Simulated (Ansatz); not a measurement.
Crystal: PbS.

```xyz
2
Lattice="3.6537 0.0000 0.0000 0.0000 3.6537 0.0000 0.0000 0.0000 3.6537" Properties=species:S:1:pos:R:3 pbc="T T T"
Pb    0.0000    0.0000    0.0000
S     1.8268    1.8268    1.8268
```

Measurements of this composition are mostly on another form, of space group No. 225.

Program: Ansatz 0.2.0. Alike in all runs: task band structure; potentials or basis Ansatz PAW; no spin polarisation; cell as given; k mesh 7 × 7 × 7; smearing fermi-dirac 0.05 eV.

Q: Order these runs on this cell by their pressure, lowest first.
A. level PBEsol; cutoff (eV) 420
B. level r2SCAN; cutoff (eV) 500
C. level LDA; cutoff (eV) 420

A: C (-5.3 GPa), A (-3.5 GPa), B (-0.7 GPa).

Caveats: the PAW data sets come from PBE, with cores solved anew for the run's functional, which leaves a small shift of forces and pressure.

Runs at the PBE level aren't shown here.
